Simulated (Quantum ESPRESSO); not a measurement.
The system is PbS.

```
Pb S
1.0
     2.07995   -5.99130    0.00000
     2.07995    5.99130    0.00000
     0.00000    0.00000    4.27932
Pb S
2 2
Direct
  0.13056 0.86944 0.25000
  0.86944 0.13056 0.75000
  0.35480 0.64520 0.25000
  0.64520 0.35480 0.75000
```

Measurements of this composition are mostly on another form, of space group No. 225.

Base run:

```yaml
Program: Quantum ESPRESSO 7.5
Functional: LDA
Potentials_or_basis: GBRV 1.5 LDA
Cutoff: 612 eV
Density_cutoff: 4898 eV
k_mesh: 4 × 4 × 4, shifted
Occupations: fermi-dirac, width 0.05 eV
Spin: no spin polarisation
```

Its results: pressure -3.6 GPa; largest force 0.115 eV/Å; electronic dielectric tensor (diagonal) 15.15, 10.22, 21.16.

Question: The run is repeated on the same cell with these changes: functional from LDA to PBEsol; potentials or basis from GBRV 1.5 LDA to GBRV 1.5 PBEsol. What comes out?

Answer: Pressure -2.0 GPa; largest force 0.046 eV/Å; electronic dielectric tensor (diagonal) 14.63, 10.07, 20.23.

Caveats: the cell is more than 3 GPa from zero pressure, which shifts response properties (some runs).
